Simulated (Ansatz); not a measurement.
# Cost and result for the equilibrium volume of Si

**What was measured.** The equilibrium volume of Si (Fd-3m) is reported as 20.02 Å³/atom at 295.65 K (a printed reference work). The runs below try to reproduce it.

Symmetry: Fd-3m, No. 227, cubic system. The conventional cell has a = 5.444 Å, b = 5.444 Å, c = 5.444 Å, α = 90.00°, β = 90.00°, γ = 90.00°. Si (site symmetry -43m) has 4 Si at 2.36 Å as nearest neighbours.

```csv
rung,level,program and potentials,cutoff (eV),k mesh,smearing,task,core time,chip,equilibrium volume (Å³/atom),miss,notes
GGA + dispersion,revPBE+D3(BJ),"Ansatz, Ansatz PAW",420,8 × 8 × 8,fermi-dirac 0.05,relaxation of cell and atoms,1.8 s,Intel Xeon 6975P-C Granite Rapids,19.62,-2.0 %,"potentials made for PBE, which Ansatz adapts in part"
GGA,revPBE,"Ansatz, Ansatz PAW",420,8 × 8 × 8,fermi-dirac 0.05,relaxation of cell and atoms,2 s,Intel Xeon 6975P-C Granite Rapids,20.72,+3.5 %,"potentials made for PBE, which Ansatz adapts in part"
GGA,PBE,"Ansatz, JTH PAW",390,8 × 8 × 8,fermi-dirac 0.05,equation of state,2.5 s,AMD EPYC 9B45 Zen 5,20.44,+2.1 %,-
GGA + dispersion,PBEsol+D3(BJ),"Ansatz, Ansatz PAW",420,8 × 8 × 8,fermi-dirac 0.05,relaxation of cell and atoms,2.6 s,Arm Neoverse V1,19.63,-1.9 %,"potentials made for PBE, which Ansatz adapts in part"
LDA,SVWN5,"Ansatz, Ansatz PAW",420,8 × 8 × 8,fermi-dirac 0.05,relaxation of cell and atoms,2.6 s,Arm Neoverse V1,19.69,-1.6 %,"potentials made for PBE, which Ansatz adapts in part"
GGA,PBEsol,"Ansatz, Ansatz PAW",420,8 × 8 × 8,fermi-dirac 0.05,relaxation of cell and atoms,3.1 s,Arm Neoverse V1,20.06,+0.2 %,"potentials made for PBE, which Ansatz adapts in part"
GGA,BLYP,"Ansatz, Ansatz PAW",420,8 × 8 × 8,fermi-dirac 0.05,relaxation of cell and atoms,4.2 s,Intel Xeon,21.16,+5.7 %,"potentials made for PBE, which Ansatz adapts in part"
GGA + dispersion,BLYP+D4,"Ansatz, Ansatz PAW",420,8 × 8 × 8,fermi-dirac 0.05,relaxation of cell and atoms,4.3 s,Intel Xeon,19.93,-0.4 %,"potentials made for PBE, which Ansatz adapts in part"
GGA + dispersion,revPBE+D4,"Ansatz, Ansatz PAW",420,8 × 8 × 8,fermi-dirac 0.05,equation of state,12 s,Intel Xeon,19.62,-2.0 %,"potentials made for PBE, which Ansatz adapts in part"
meta-GGA + dispersion,r2SCAN+rVV10,"Ansatz, Ansatz PAW",500,8 × 8 × 8,fermi-dirac 0.05,equation of state,30 s,Arm Neoverse V1,20.08,+0.3 %,"potentials made for PBE, which Ansatz adapts in part"
hybrid,HSE03,"Ansatz, Ansatz PAW",420,4 × 4 × 4,fermi-dirac 0.05,relaxation of cell and atoms,50 s,Intel Xeon Skylake/Cascade Lake,20.29,+1.3 %,"coarse mesh; potentials made for PBE, which Ansatz adapts in part"
hybrid,B3LYP,"Ansatz, Ansatz PAW",420,4 × 4 × 4,fermi-dirac 0.05,relaxation of cell and atoms,50 s,Intel Xeon Skylake/Cascade Lake,20.73,+3.5 %,"coarse mesh; potentials made for PBE, which Ansatz adapts in part"
hybrid,HSE06,"Ansatz, Ansatz PAW",420,4 × 4 × 4,fermi-dirac 0.05,relaxation of cell and atoms,51 s,Intel Xeon Skylake/Cascade Lake,20.24,+1.1 %,"coarse mesh; potentials made for PBE, which Ansatz adapts in part"
Hartree-Fock,HF,"Ansatz, Ansatz PAW",420,4 × 4 × 4,fermi-dirac 0.05,relaxation of cell and atoms,56 s,Intel Xeon Skylake/Cascade Lake,20.94,+4.6 %,"coarse mesh; potentials made for PBE, which Ansatz adapts in part"
hybrid,CAM-B3LYP,"Ansatz, Ansatz PAW",420,4 × 4 × 4,fermi-dirac 0.05,equation of state,69 s,Intel Xeon Skylake/Cascade Lake,20.25,+1.1 %,"coarse mesh; potentials made for PBE, which Ansatz adapts in part"
hybrid,PBE0,"Ansatz, Ansatz PAW",420,6 × 6 × 6,fermi-dirac 0.05,equation of state,80 s,AMD EPYC 7R13 Zen 3,20.10,+0.4 %,"potentials made for PBE, which Ansatz adapts in part"
hybrid,HSE06,"Ansatz, Ansatz PAW",420,6 × 6 × 6,fermi-dirac 0.05,equation of state,98 s,AMD EPYC 7R13 Zen 3,20.13,+0.5 %,"potentials made for PBE, which Ansatz adapts in part"
hybrid,PBE-EpsX,"Ansatz, Ansatz PAW",420,4 × 4 × 4,fermi-dirac 0.05,equation of state,4.5 min,AMD EPYC Zen 3,20.35,+1.6 %,"coarse mesh; potentials made for PBE, which Ansatz adapts in part; exact-exchange share 1/ε∞"
```

Times are single runs on shared hosts and different chips, so they are rough; meshes, cutoffs and the tasks' sizes weigh on the time. All rows: no spin polarisation. Smearing widths are in eV. Meshes differ between rows, which moves values too. Meshes are those of the run's cell of 2 atoms unless a note names another. Relaxations start from the cell shown or near it and stop with a little pressure left. The cell shown, of 20.16 Å³ an atom, is the runs' start and not the measured value. Misses use the values as printed. Runs on faulty files, with rough fits or with known faults for this quantity aren't shown. No row holds spin-orbit coupling.

By rung: LDA 19.69; GGA + dispersion 19.62 to 19.93; GGA 20.06 to 21.16; meta-GGA + dispersion 20.08; hybrid 20.10 to 20.13; hybrid on coarse meshes 20.24 to 20.73; Hartree-Fock on coarse meshes 20.94 (Å³/atom). Measured: 20.02 Å³/atom at 295.65 K (a printed reference work). Closest, coarse meshes and atomic bases left aside, is PBEsol (+0.2 %), and PBE misses by +2.1 % on plain settings. The runs are for a static lattice, while measurements hold temperature and zero-point motion.
